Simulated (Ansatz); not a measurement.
# AlCu3 (Pm-3m) in Ansatz: further runs

Runs on AlCu3. Level: PBEsol. Tasks: single point.

All numbers are computed with Ansatz 0.2.0; they aren't measurements. Logs are shortened: lines on timing, memory, paths and dates and some standing lists are left out, and cuts for length are marked.

## (1) Starting point

Symmetry: Pm-3m, No. 221, cubic system. Conventional cell: a = 3.637 Å, b = 3.637 Å, c = 3.637 Å, α = 90.00°, β = 90.00°, γ = 90.00°. Cu (site symmetry 4/mmm) is surrounded by 8 Cu at 2.57 Å and 4 Al at 2.57 Å. Al (site symmetry m-3m) has 12 Cu at 2.57 Å as nearest neighbours.

The cell comes from a database or a generator and needn't be the stable form of this composition.

## (2) Single point, PBEsol, 11.31 Å³/atom (volume scaled by 0.94)

input.yaml reads:

```yaml
crystal:
  lattice:
    - [3.5631236581, 0.0, 0.0]
    - [0.0, 3.5631236581, 0.0]
    - [0.0, 0.0, 3.5631236581]
  atoms:
    - { symbol: Cu, position: [0.0, 0.5, 0.5] }
    - { symbol: Cu, position: [0.5, 0.0, 0.5] }
    - { symbol: Cu, position: [0.5, 0.5, 0.0] }
    - { symbol: Al, position: [0.0, 0.0, 0.0] }
kpoints:
  mp_grid: { grid: [7, 7, 7] }
scf:
  occupations: { method: fermi_dirac, width: 0.05 }
hamiltonian:
  xc: pbesol
  pseudopotentials: { kind: all_electron, lapw: { basis_error: 0.001 } }
output:
  forces: true
  stress: true
  eigenvalues: true
```

Potentials or basis: all-electron LAPW, scalar-relativistic.

Started as:

```sh
$ ansatz run input.yaml --threads 2 --pin off --max-ram 8192MiB --backend cpu --events-out ev --progress --plain --runs-dir out
```

Log:

```text
Warning: RAYON_NUM_THREADS=2 ignored (pool sized by the plan → 2); use --threads N
LAPW: plane waves up to 8.944 Å⁻¹, error target 1.0e-3 eV per atom; small_component_spin mean_spin; Al in spheres of 1.260 Å, 11 of its electrons in bands, Dirac shells []; Cu in spheres of 1.260 Å, 19 of its electrons in bands, Dirac shells [] (how accurate: hamiltonian.pseudopotentials.lapw.basis_error, Limitations)
Engine: ansatz 0.2.0, aarch64-unknown-linux-gnu
Pseudopotentials: kind: all_electron
Pseudopotential: Cu, LAPW, valence charge 19, lapw/all_electron/scalar/gaussian/Cu, Koelling and Harmon's equation, gaussian nucleus
Pseudopotential: Al, LAPW, valence charge 11, lapw/all_electron/scalar/gaussian/Al, Koelling and Harmon's equation, gaussian nucleus
Functional definition: PBEsol
  exchange = pbesol_x
  correlation = pbesol_c
Crystal: 4 atoms, lattice volume = 45.237 Å³
Basis set: ecut = 304.7859125209789 eV, 515 PW (Γ), exchange–correlation at level 2
Bands: 41, of which v1, the nominal top of the filled ones, is band 34 counted from 1 (33 counted from 0)
Symmetry: 48 space group operations
Space group: Pm-3m (ITA 221), of the structure as read, at distance tolerance 3.6e-5 Å
k-points: 20 of 343
Non-local potential: Cu, projectors of the file, none
Non-local potential: Al, projectors of the file, none
Initial density: superposition of atomic densities (chi_scale 0.1, normalization cell, long waves kept (reshape's long-wave potential 0.00 eV rms))
Initial wavefunctions: plane waves of lowest kinetic energy (no species holds an atomic orbital)
Functional: x = pbesol(κ = 0.804, μ = 0.12345679012345678), c = pbesol(β = 0.046)
iter 1 solved again at ethr=3.06e-3 eV; its pass at ethr=1.00e-1 eV (dr2=2.08e0 eV) is discarded
SCF iter   1: F=—  HF=-141593.699706 eV  |F-HF|=—  |Δ(HF+E_count)|=         —  Δρ=6.43e-2  dr2=2.08e0  ethr=3.06e-3  ⟨swp⟩=2.0  Hψ=5920  notcnv=0
preconditioner: auto → Kerker (q_TF=auto, 2.920 Å⁻¹)  [metal: Δε(μ)=0.103 eV  Ē_g=8.927 eV  σ=0.050 eV  W_gap=0.47  n_scr=18 (ndim 8)  ℏωp=33.1 eV  f_vac=0.000  D(μ)=2.23/eV (n_scr^D=18)]
SCF iter   2: F=—  HF=-141599.671600 eV  |F-HF|=—  |Δ(HF+E_count)|=    5.97e0  Δρ=4.15e-2  dr2=1.02e0  ethr=3.06e-3  ⟨swp⟩=3.0  Hψ=2864  notcnv=0
preconditioner: auto → Resta (q_TF=auto, 2.920 Å⁻¹)  ε∞=7.7  [insulator: Δε(μ)=0.412 eV  Ē_g=12.757 eV  σ=0.050 eV  W_gap=0.68  n_scr=18 (ndim 8)  ℏωp=33.1 eV  f_vac=0.000  D(μ)=0.65/eV (n_scr^D=0)  ε∞_Penn≈7.7]
SCF iter   3: F=—  HF=-141589.922846 eV  |F-HF|=—  |Δ(HF+E_count)|=    9.75e0  Δρ=1.23e-2  dr2=1.08e-1  ethr=1.51e-3  ⟨swp⟩=3.0  Hψ=2561  notcnv=0
SCF iter   4: F=—  HF=-141589.073151 eV  |F-HF|=—  |Δ(HF+E_count)|=   8.50e-1  Δρ=1.02e-2  dr2=4.33e-2  ethr=1.58e-4  ⟨swp⟩=3.0  Hψ=2752  notcnv=0
iter 5 solved again at ethr=5.34e-6 eV; its pass at ethr=6.37e-5 eV (dr2=3.63e-3 eV) is discarded
SCF iter   5: F=—  HF=-141589.005227 eV  |F-HF|=—  |Δ(HF+E_count)|=         —  Δρ=2.81e-3  dr2=3.63e-3  ethr=5.34e-6  ⟨swp⟩=2.0  Hψ=4080  notcnv=0
the basis was enlarged: its passes take 117.5 KiB over the memory plan, 2 of 2 planned eigensolver slots
SCF iter   6: F=—  HF=-141589.003698 eV  |F-HF|=—  |Δ(HF+E_count)|=   1.53e-3  Δρ=7.62e-4  dr2=3.25e-4  ethr=5.34e-6  ⟨swp⟩=2.0  Hψ=2330  notcnv=0
SCF iter   7: F=—  HF=-141589.003542 eV  |F-HF|=—  |Δ(HF+E_count)|=   1.56e-4  Δρ=8.69e-5  dr2=1.63e-6  ethr=4.78e-7  ⟨swp⟩=2.0  Hψ=2330  notcnv=0
SCF iter   8: F=—  HF=-141589.003542 eV  |F-HF|=—  |Δ(HF+E_count)|=   4.80e-9  Δρ=6.47e-5  dr2=1.23e-6  ethr=2.40e-9  ⟨swp⟩=2.0  Hψ=2330  notcnv=0
SCF iter   9: F=—  HF=-141589.003538 eV  |F-HF|=—  |Δ(HF+E_count)|=   4.03e-6  Δρ=1.63e-5  dr2=1.24e-7  ethr=1.82e-9  ⟨swp⟩=2.0  Hψ=2330  notcnv=0
SCF iter  10: F=-141589.003538 eV  HF=-141589.003538 eV  |F-HF|=4.77e-9  |Δ(HF+E_count)|=   2.17e-7  Δρ=1.45e-6  dr2=1.41e-9  ethr=1.82e-10  ⟨swp⟩=2.0  Hψ=2330  notcnv=0
SCF 1 converged in 10 iterations: F = -141589.003538 eV  dr2 = 1.41e-9
SCF converged after 10 iterations
Free energy (F): -141589.003538 eV
Harris-Foulkes:  -141589.003538 eV  (|F-HF|=4.77e-9)
Internal energy: -141588.999220 eV  (E = F + TS)
E sigma→0 (E₀):  -141589.001379 eV
Entropy (-TS):   -0.004318 eV (-1.079 meV/atom)
Fermi energy:    17.174708 eV
--- Per-component energies (eV) ---
  E_band       = -1516.041929
  E_kinetic    = 143914.597677
  E_xc         = -5907.309533
  E_electrostatic = -279596.287364  (all electrons and nuclei)
  E_smearing   = -0.004318  (= −TS)
  E_closure    = 0.000000  (closes the sum)
  E_atoms      = -141571.168396  (free atoms, spherical and without spin; not in F)
  Σ components = -141589.003538   (vs F -141589.003538, Δ=0.00e0)
  Basis errors (estimates in eV, not in F): energy 1.9e-4 per atom: plane waves 1.5e-4 (7.4e-5 summed), levels above the bands 1.9e-87, relativity 3.2e-9, radial functions 4.1e-5, core shells 2.5e-10; eigenvalues (radial functions only) 7.8e-7; not estimated: angular momenta, meshes, grids; target (lapw.basis_error) 1.0e-3; muffin-tin radii Al 1.260 Å, Cu 1.260 Å
--- Forces (eV/Å), atoms counted from 1 ---
  atom   1  Cu     0.00000000     0.00000000    -0.00000000
  atom   2  Cu    -0.00000000    -0.00000000     0.00000000
  atom   3  Cu    -0.00000000     0.00000000     0.00000000
  atom   4  Al    -0.00000000     0.00000000     0.00000000
  max |Σ_I F_I| component: 9.53e-31 eV/Å
--- Stress (GPa, compression-positive) ---
        9.888352      -0.000000       0.000000
       -0.000000       9.888352       0.000000
        0.000000       0.000000       9.888352
  P = ⅓ Tr σ = 9.8884 GPa (98.884 kbar)
--- Band table (eV; the first three rows and the last of 20) ---
  k-point 0: bands = ["-95.8938", "-95.8764", "-95.8764", "-85.5552", "-53.4628", "-53.4628", "-53.4628", "-53.4361", "-53.4361", "-53.4361", "-53.3178", "-53.3178", "-53.3178", "-47.2331", "-47.2331", "-47.2331", "5.8824", "11.2928", "11.9259", "11.9259", "12.2242", "12.2242", "12.2242", "13.7963", "13.7963", "13.7963", "14.5023", "14.5023", "14.7703", "15.0227", "15.0227", "15.0227", "16.6943", "16.6943", "16.6943", "21.7376", "21.7376", "22.6708", "28.0257", "28.0257", "28.0257"]
  k-point 1: bands = ["-95.8930", "-95.8771", "-95.8764", "-85.5552", "-53.4610", "-53.4610", "-53.4605", "-53.4367", "-53.4367", "-53.4362", "-53.3205", "-53.3190", "-53.3190", "-47.2333", "-47.2331", "-47.2331", "6.1304", "11.3491", "11.8148", "12.0625", "12.2624", "12.2624", "12.2745", "13.7165", "13.7165", "13.7439", "14.3971", "14.5037", "14.6958", "14.7009", "14.7009", "15.0228", "15.6131", "17.2936", "17.2936", "21.7690", "22.3157", "23.8068", "26.6331", "26.6331", "27.2767"]
  k-point 2: bands = ["-95.8910", "-95.8792", "-95.8763", "-85.5552", "-53.4563", "-53.4563", "-53.4548", "-53.4386", "-53.4386", "-53.4365", "-53.3267", "-53.3217", "-53.3217", "-47.2337", "-47.2332", "-47.2332", "6.8594", "10.9172", "11.7848", "12.3635", "12.3635", "12.4037", "12.4213", "13.5243", "13.5243", "13.6100", "13.9962", "14.2646", "14.2646", "14.4079", "14.4302", "14.5566", "15.0232", "18.5579", "18.5579", "21.8609", "22.7057", "24.2537", "24.2537", "25.5328", "26.5574"]
  k-point 19: bands = ["-95.8827", "-95.8818", "-95.8818", "-85.5551", "-53.4783", "-53.4778", "-53.4778", "-53.4080", "-53.4080", "-53.4075", "-53.4019", "-53.2981", "-53.2981", "-47.2336", "-47.2336", "-47.2336", "10.2666", "11.3789", "11.6806", "11.6806", "13.1810", "13.1810", "13.2678", "13.3167", "13.4830", "13.4830", "13.9485", "13.9485", "14.0349", "14.2167", "14.2167", "14.8412", "15.1713", "15.1713", "15.2679", "19.0672", "19.2099", "19.2099", "20.2229", "32.7004", "32.7004"]
```

Run time: 8.2 s. Hardware: 2 threads of Arm Neoverse V2, shared host; peak memory 0.39 GiB.

Results:

- Free energy: -141589.0035 eV
- Pressure: 9.9 GPa
- Band gap on the k mesh: none (metal or under the smearing width)

## (3) Single point, PBEsol, 11.55 Å³/atom (volume scaled by 0.96)

Edit input.yaml of step 2 so:

```diff
@@ -2,5 +2,5 @@
   lattice:
-    - [3.5631236581, 0.0, 0.0]
-    - [0.0, 3.5631236581, 0.0]
-    - [0.0, 0.0, 3.5631236581]
+    - [3.588216905, 0.0, 0.0]
+    - [0.0, 3.588216905, 0.0]
+    - [0.0, 0.0, 3.588216905]
   atoms:
```

Potentials or basis: all-electron LAPW, scalar-relativistic.

Started as:

```sh
$ ansatz run input.yaml --threads 2 --pin off --max-ram 8192MiB --backend cpu --events-out ev --progress --plain --runs-dir out
```

Run time: 8.3 s. Hardware: 2 threads of Arm Neoverse V2, shared host; peak memory 0.4 GiB.

It converged, with:

| Property | Result |
| --- | --- |
| Free energy | -141589.0508 eV |
| Pressure | 5.9 GPa |
| Band gap on the k mesh | none (metal or under the smearing width) |

## (4) Single point, PBEsol, 11.79 Å³/atom (volume scaled by 0.98)

Edit input.yaml of step 3 so:

```diff
@@ -2,5 +2,5 @@
   lattice:
-    - [3.588216905, 0.0, 0.0]
-    - [0.0, 3.588216905, 0.0]
-    - [0.0, 0.0, 3.588216905]
+    - [3.6129640105, 0.0, 0.0]
+    - [0.0, 3.6129640105, 0.0]
+    - [0.0, 0.0, 3.6129640105]
   atoms:
```

Started as:

```sh
$ ansatz run input.yaml --threads 2 --pin off --max-ram 8192MiB --backend cpu --events-out ev --progress --plain --runs-dir out
```

Run time: 8.3 s. Hardware: 2 threads of Arm Neoverse V2, shared host; peak memory 0.39 GiB.

The run converged. Its results:

| Item | Value |
| --- | --- |
| Free energy | -141589.0756 eV |
| Pressure | 2.4 GPa |
| Band gap on the k mesh | none (metal or under the smearing width) |

## (5) Single point, PBEsol, 12.03 Å³/atom

Edit input.yaml of step 4 so:

```diff
@@ -2,5 +2,5 @@
   lattice:
-    - [3.6129640105, 0.0, 0.0]
-    - [0.0, 3.6129640105, 0.0]
-    - [0.0, 0.0, 3.6129640105]
+    - [3.63737667, 0.0, 0.0]
+    - [0.0, 3.63737667, 0.0]
+    - [0.0, 0.0, 3.63737667]
   atoms:
```

Started as:

```sh
$ ansatz run input.yaml --threads 2 --pin off --max-ram 8192MiB --backend cpu --events-out ev --progress --plain --runs-dir out
```

Run time: 8.3 s. Hardware: 2 threads of Arm Neoverse V2, shared host; peak memory 0.39 GiB.

Results (log left out):

```
Free energy            : -141589.0803 eV
Pressure               : -0.8 GPa
Band gap on the k mesh : none (metal or under the smearing width)
```

## (6) Single point, PBEsol, 12.27 Å³/atom (volume scaled by 1.02)

Edit input.yaml of step 5 so:

```diff
@@ -2,5 +2,5 @@
   lattice:
-    - [3.63737667, 0.0, 0.0]
-    - [0.0, 3.63737667, 0.0]
-    - [0.0, 0.0, 3.63737667]
+    - [3.6614659592, 0.0, 0.0]
+    - [0.0, 3.6614659592, 0.0]
+    - [0.0, 0.0, 3.6614659592]
   atoms:
```

Potentials or basis: all-electron LAPW, scalar-relativistic.

Started as:

```sh
$ ansatz run input.yaml --threads 2 --pin off --max-ram 8192MiB --backend cpu --events-out ev --progress --plain --runs-dir out
```

It took 8 s on 2 threads of Arm Neoverse V2, shared host; peak memory 0.39 GiB.

Results (log left out):

| Item | Value |
| --- | --- |
| Free energy | -141589.0671 eV |
| Pressure | -3.6 GPa |
| Band gap on the k mesh | none (metal or under the smearing width) |

## (7) Single point, PBEsol, 12.51 Å³/atom (volume scaled by 1.04)

Edit input.yaml of step 6 so:

```diff
@@ -2,5 +2,5 @@
   lattice:
-    - [3.6614659592, 0.0, 0.0]
-    - [0.0, 3.6614659592, 0.0]
-    - [0.0, 0.0, 3.6614659592]
+    - [3.6852423784, 0.0, 0.0]
+    - [0.0, 3.6852423784, 0.0]
+    - [0.0, 0.0, 3.6852423784]
   atoms:
```

Started as:

```sh
$ ansatz run input.yaml --threads 2 --pin off --max-ram 8192MiB --backend cpu --events-out ev --progress --plain --runs-dir out
```

It took 7.9 s on 2 threads of Arm Neoverse V2, shared host; peak memory 0.38 GiB.

Results (log left out):

* Free energy: -141589.0379 eV
* Pressure: -6.1 GPa
* Band gap on the k mesh: none (metal or under the smearing width)

## (8) Single point, PBEsol, 12.75 Å³/atom (volume scaled by 1.06)

Edit input.yaml of step 7 so:

```diff
@@ -2,5 +2,5 @@
   lattice:
-    - [3.6852423784, 0.0, 0.0]
-    - [0.0, 3.6852423784, 0.0]
-    - [0.0, 0.0, 3.6852423784]
+    - [3.7087158927, 0.0, 0.0]
+    - [0.0, 3.7087158927, 0.0]
+    - [0.0, 0.0, 3.7087158927]
   atoms:
```

Started as:

```sh
$ ansatz run input.yaml --threads 2 --pin off --max-ram 8192MiB --backend cpu --events-out ev --progress --plain --runs-dir out
```

It took 8 s on 2 threads of Arm Neoverse V2, shared host; peak memory 0.39 GiB.

The run converged. Its results:

```yaml
Free_energy: -141588.9945 eV
Pressure: -8.3 GPa
Band_gap_on_the_k_mesh: none (metal or under the smearing width)
```
